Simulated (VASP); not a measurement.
## Ge: single point with PBE

Ge:

```
CELL_PARAMETERS angstrom
0.00000 2.86048 2.86048
2.86048 0.00000 2.86048
2.86048 2.86048 0.00000
ATOMIC_POSITIONS crystal
Ge 0.00000 0.00000 0.00000
Ge 0.25000 0.25000 0.25000
```

The cell isn't the ideal one: a relaxed cell with its volume scaled by 0.97.

```yaml
Program: VASP 6.6.1
Task: single point
Functional: PBE
Potentials_or_basis: VASP PAW PBE potentials, release 64 (Ge_d)
Cutoff: 520 eV
k_mesh: 10 × 10 × 10
Occupations: gaussian, width 1 eV
Spin: no spin polarisation
Further_INCAR_settings: ALGO = Normal; EDIFF = 1e-07; NBANDS = 21
```

```
Pressure               : 1.7 GPa
Band gap on the k mesh : none (metal or under the smearing width)
```

Levels at points of the mesh, in eV from the Fermi level:
| k point | band 10 | band 11 | band 12 | band 13 | band 14 | band 15 | band 16 | band 17 | band 18 | band 19 |
| --- | --- | --- | --- | --- | --- | --- | --- | --- | --- | --- |
| (0.00, 0.00, 0.00) | -24.58 | -12.56 | -0.31 | -0.04 | -0.04 | -0.04 | 2.51 | 2.51 | 2.51 | 6.30 |
| (0.50, 0.00, 0.00) | -24.55 | -10.55 | -7.49 | -1.39 | -1.39 | 0.05 | 3.70 | 3.70 | 7.07 | 10.31 |
| (0.50, 0.50, 0.00) | -24.54 | -8.80 | -8.80 | -3.00 | -3.00 | 0.76 | 0.76 | 9.21 | 9.21 | 11.24 |

Wall time 18 s on 1 thread of Intel(R) Xeon(R) 6975P-C (Granite Rapids) (shared host), peak memory 0.18 GiB.
